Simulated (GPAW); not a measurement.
# A GW chain in GPAW: LiF (Griceite)

Wanted: ground state, empty states, screening and self-energy for LiF (Griceite).

Method: PBE and many-body steps on it, plane waves, in GPAW 26.7.0.

Most raw output is cut from this account.

## Step 1: Set-up

Symmetry: Fm-3m, No. 225, cubic system. The conventional cell has a = 4.028 Å, b = 4.028 Å, c = 4.028 Å, α = 90.00°, β = 90.00°, γ = 90.00°. Nearest to Li lie 6 F at 2.01 Å. Nearest to F lie 6 Li at 2.01 Å. Farther neighbours and most contacts between anions are not listed.

The cell and positions come from the Crystallography Open Database and are kept as given unless a step says otherwise.

## Step 2: Ground state

This step: GPAW 26.7.0; DFT, PBE, plane waves, PAW.

The ground-state density comes first.

File run.py:

```python
import json
import numpy as np
from gpaw.mpi import world
from ase import Atoms
from gpaw import GPAW, PW, FermiDirac

atoms = Atoms(['Li', 'F'],
    cell=[[0.0000000000, 2.0140000000, 2.0140000000],
      [2.0140000000, 0.0000000000, 2.0140000000],
      [2.0140000000, 2.0140000000, 0.0000000000]],
    scaled_positions=[[0.0000000000, 0.0000000000, 0.0000000000],
      [0.5000000000, 0.5000000000, 0.5000000000]],
    pbc=(True, True, True))
calc = GPAW(mode=PW(600),
    xc='PBE',
    kpts={'size': (10, 10, 10), 'gamma': True},
    occupations=FermiDirac(0.001),
    nbands=-7,
    convergence={'density': 1e-6, 'bands': -3},
    maxiter=100,
    txt='gs.txt')
atoms.calc = calc
res = {'energy': atoms.get_potential_energy()}
kpts = calc.get_ibz_k_points()
res['kpts'] = kpts
res['eigenvalues'] = [calc.get_eigenvalues(kpt=k) for k in range(len(kpts))]
res['n_electrons'] = calc.get_number_of_electrons()
calc.write('gs.gpw')

if world.rank == 0:
    with open('result.json', 'w') as f:
        json.dump(res, f, default=lambda x: x.tolist())
```

Run with:

```
$ mpirun -n 4 gpaw python run.py
```

Run time: 5.7 s. Hardware: 4 MPI ranks of Arm Neoverse V1, shared host; peak memory 0.58 GiB; 22 s of CPU time.

Numbers from this step:

| Quantity | Value |
| --- | --- |
| total energy | -9.504 eV |
| gap | 9.070 eV |
| k of the valence top | 0, 0, 0 |
| k of the conduction bottom | 0, 0, 0 |
| least direct gap | 9.070 eV |

The gap is direct, at Γ.

## Step 3: Bands along the symmetry lines

Levels along a band path, at the cheap level, show where the edges lie and whether the meshes to come will hold them.

File run.py:

```python
import json
import numpy as np
from gpaw.mpi import world
from gpaw import GPAW

path = [[0.000000, 0.000000, 0.000000],
    [0.062500, 0.000000, 0.062500],
    [0.125000, 0.000000, 0.125000],
    [0.187500, 0.000000, 0.187500],
    [0.250000, 0.000000, 0.250000],
    [0.312500, 0.000000, 0.312500],
    [0.375000, 0.000000, 0.375000],
    [0.437500, 0.000000, 0.437500],
    [0.500000, 0.000000, 0.500000],
    [0.515625, 0.031250, 0.515625],
    [0.531250, 0.062500, 0.531250],
    [0.546875, 0.093750, 0.546875],
    [0.562500, 0.125000, 0.562500],
    [0.578125, 0.156250, 0.578125],
    [0.593750, 0.187500, 0.593750],
    [0.609375, 0.218750, 0.609375],
    [0.625000, 0.250000, 0.625000],
    [0.375000, 0.375000, 0.750000],
    [0.328125, 0.328125, 0.656250],
    [0.281250, 0.281250, 0.562500],
    [0.234375, 0.234375, 0.468750],
    [0.187500, 0.187500, 0.375000],
    [0.140625, 0.140625, 0.281250],
    [0.093750, 0.093750, 0.187500],
    [0.046875, 0.046875, 0.093750],
    [0.000000, 0.000000, 0.000000],
    [0.062500, 0.062500, 0.062500],
    [0.125000, 0.125000, 0.125000],
    [0.187500, 0.187500, 0.187500],
    [0.250000, 0.250000, 0.250000],
    [0.312500, 0.312500, 0.312500],
    [0.375000, 0.375000, 0.375000],
    [0.437500, 0.437500, 0.437500],
    [0.500000, 0.500000, 0.500000],
    [0.500000, 0.468750, 0.531250],
    [0.500000, 0.437500, 0.562500],
    [0.500000, 0.406250, 0.593750],
    [0.500000, 0.375000, 0.625000],
    [0.500000, 0.343750, 0.656250],
    [0.500000, 0.312500, 0.687500],
    [0.500000, 0.281250, 0.718750],
    [0.500000, 0.250000, 0.750000],
    [0.500000, 0.218750, 0.718750],
    [0.500000, 0.187500, 0.687500],
    [0.500000, 0.156250, 0.656250],
    [0.500000, 0.125000, 0.625000],
    [0.500000, 0.093750, 0.593750],
    [0.500000, 0.062500, 0.562500],
    [0.500000, 0.031250, 0.531250],
    [0.500000, 0.000000, 0.500000]]
calc = GPAW('gs.gpw').fixed_density(kpts=path,
    symmetry='off',
    nbands=14,
    convergence={'bands': 10},
    txt='bands.txt')
res = {}
kpts = calc.get_ibz_k_points()
res['kpts'] = kpts
res['eigenvalues'] = [calc.get_eigenvalues(kpt=k) for k in range(len(kpts))]
res['n_electrons'] = calc.get_number_of_electrons()

if world.rank == 0:
    with open('result.json', 'w') as f:
        json.dump(res, f, default=lambda x: x.tolist())
```

Run with:

```
$ mpirun -n 4 gpaw python run.py
```

Wall time 5 s (4 MPI ranks); peak memory 0.6 GiB; 20 s of CPU time.

Numbers from this step:

| Item | Value |
| --- | --- |
| gap | 9.068 eV |
| k of the valence top | 0.0469, 0.0469, 0.0938 |
| k of the conduction bottom | 0, 0, 0 |
| least direct gap | 9.070 eV |

The gap is 9.068 eV, −0.002 eV from the run before at this level.

Electronic bands along the path, in eV, zero at the top of the highest filled band; v1 is the highest filled band, c1 the lowest empty one:

| point | v4 | v3 | v2 | v1 | c1 | c2 | c3 | c4 |
| --- | --- | --- | --- | --- | --- | --- | --- | --- |
| Γ | -20.03 | 0.00 | 0.00 | 0.00 | 9.07 | 24.20 | 24.20 | 24.20 |
| halfway | -19.71 | -1.43 | -0.51 | -0.51 | 11.41 | 18.85 | 19.80 | 20.73 |
| X | -19.30 | -3.01 | -1.00 | -1.00 | 14.83 | 16.57 | 17.45 | 20.33 |
| halfway | -19.31 | -2.88 | -1.18 | -0.93 | 14.85 | 15.88 | 17.69 | 20.15 |
| U | -19.34 | -2.50 | -1.57 | -0.73 | 14.52 | 14.93 | 18.43 | 19.75 |
| jump to K | -19.34 | -2.50 | -1.57 | -0.73 | 14.52 | 14.93 | 18.43 | 19.75 |
| halfway | -19.70 | -1.51 | -0.76 | -0.08 | 11.08 | 17.02 | 19.99 | 20.28 |
| Γ | -20.03 | 0.00 | 0.00 | 0.00 | 9.07 | 24.20 | 24.20 | 24.20 |
| halfway | -19.80 | -1.38 | -0.11 | -0.11 | 10.33 | 18.00 | 20.67 | 20.67 |
| L | -19.56 | -2.53 | -0.22 | -0.22 | 10.77 | 16.77 | 18.97 | 18.97 |
| halfway | -19.44 | -2.34 | -1.23 | -0.48 | 12.53 | 15.78 | 19.03 | 19.20 |
| W | -19.32 | -2.08 | -2.08 | -0.80 | 15.09 | 15.09 | 17.49 | 19.25 |
| halfway | -19.31 | -2.75 | -1.34 | -0.90 | 14.87 | 15.78 | 17.47 | 19.78 |
| X | -19.30 | -3.01 | -1.00 | -1.00 | 14.83 | 16.57 | 17.45 | 20.33 |

## Step 4: Empty states on the mesh, 8×8×8 mesh, 95 bands

The sums over transitions need many empty states on a uniform mesh; this step solves for them.

File run.py:

```python
import json
import numpy as np
from gpaw.mpi import world
from gpaw import GPAW

calc = GPAW('gs.gpw').fixed_density(kpts={'size': (8, 8, 8), 'gamma': True},
    parallel={'domain': 1, 'band': 1},
    txt='nscf.txt')
calc.diagonalize_full_hamiltonian(nbands=95)
calc.write('full.gpw', mode='all')
res = {}
kpts = calc.get_ibz_k_points()
res['kpts'] = kpts
res['eigenvalues'] = [calc.get_eigenvalues(kpt=k) for k in range(len(kpts))]
res['n_electrons'] = calc.get_number_of_electrons()

if world.rank == 0:
    with open('result.json', 'w') as f:
        json.dump(res, f, default=lambda x: x.tolist())
```

Run with:

```
$ mpirun -n 4 gpaw python run.py
```

Elapsed: 6.7 s, on 4 MPI ranks; peak memory 0.74 GiB.

This step gave:

* gap: 9.070 eV
* k of the valence top: 0, 0, 0
* k of the conduction bottom: 0, 0, 0
* least direct gap: 9.070 eV
* k points computed: 29
* lowest point of the top converged band, above the valence top: 172.8790 eV

On this mesh the gap is 9.070 eV.

## Step 5: Screening and self-energy, 8×8×8 mesh, 85 bands, screening to 175 eV

G0W0 replaces the xc potential by the self-energy, built once from these orbitals. Only a window of levels is corrected, while the sums run over the empty bands that the input names.

This step: G0W0 on PBE, plane waves, PAW.

File run.py:

```python
import json
import numpy as np
from gpaw.mpi import world
from gpaw.response.g0w0 import G0W0

gw = G0W0('full.gpw',
    filename='gw',
    kpts=[0],
    bands=(2, 6),
    ecut=175,
    nbands=85,
    integrate_gamma='WS',
    ppa=True)
gw.calculate()
res = {mode: {k: v for k, v in r.items() if k != 'sigma_eskwn'}
       for mode, r in gw.all_results.items()}

if world.rank == 0:
    with open('result.json', 'w') as f:
        json.dump(res, f, default=lambda x: x.tolist())
```

Run with:

```
$ mpirun -n 4 gpaw python run.py
```

The job ended after 2 min (4 MPI ranks; peak memory 1.1 GiB; 8.2 min of CPU time).

This step gave:

```
G0W0 gap on the points computed              : 13.30 eV
least direct G0W0 gap on the computed points : 13.30 eV
Z at the valence top                         : 0.8192
Z at the conduction bottom                   : 0.8912
starting gap on the mesh                     : 9.070 eV
k of the valence top                         : 0, 0, 0
k of the conduction bottom                   : 0, 0, 0
```

The gap on the mesh goes from 9.07 eV to 13.30 eV, a correction of +4.23 eV.

Limits: finite bands, cutoff and mesh. v1 is the top filled band, c1 the lowest empty one. The levels before and after the correction (eV, zero at the valence-band top of each column):

|  | conduction bottom | valence top |
| --- | --- | --- |
| Kohn-Sham | 9.07 | 0.00 |
| G0W0 | 13.30 | 0.00 |

|  | level | energy (eV) |
| --- | --- | --- |
| Kohn-Sham | Γ v2-v1 | 0.000 |
| Kohn-Sham | Γ c1 | 9.070 |
| Kohn-Sham | Γ c2 | 24.204 |
| G0W0 | Γ v2-v1 | 0.000 |
| G0W0 | Γ c1 | 13.301 |
| G0W0 | Γ c2 | 28.989 |

## Step 6: Where the time went

Times are wall times on 4 MPI ranks of Arm Neoverse V1, shared host, good to a factor of about two.

| step | time | share | memory (GiB) |
| --- | --- | --- | --- |
| ground state | 5.7 s | 4 % | 0.58 |
| bands along the symmetry lines | 5 s | 4 % | 0.6 |
| empty states on the mesh | 6.7 s | 5 % | 0.74 |
| screening and self-energy | 2 min | 88 % | 1.1 |

## Step 7: Summary of results

| Quantity | Value |
| --- | --- |
| PBE gap | 9.07 eV, indirect (only 2 meV under the direct gap) |
| G0W0 gap on the mesh | 13.30 eV |
| GW settings | 8×8×8 mesh, 85 bands, screening to 175 eV, Godby-Needs plasmon pole |
| known limits | not at the basis limit |

What this shows: G0W0 moves the gap on the mesh from 9.07 eV to 13.30 eV (+4.23 eV), with Z of 0.82 and 0.89 at the edges. Only 1 of the mesh's irreducible points was corrected, so a valley elsewhere could overtake. The dearest step here is «screening and self-energy». Bands and cutoff are finite, so the gap is not at the basis limit. The miss can reach some tenths of an eV and take either sign; the mesh is an error of its own. These stock PAW sets were not made for GW. In the G0W0 run levels were corrected at 1 k point alone, so a gap called «on the mesh» is the least over those, and an edge elsewhere would be missed.

[Paths, hosts, dates, memory and timing lines, banners, echoed tables and standing remarks are left out of the program output.]

[Logs are printed without paths, hosts, clocks, repeated set-up lines and the standing remarks that a program may print on its own settings, such as how far it seeks lower states.]

[Runs of the session that timed out or met a known fault of the program may be left out.]

[Hosts, paths, dates, database ids (printed as entryN), source tags and the programs' standing remarks are cut or masked in the printed files.]
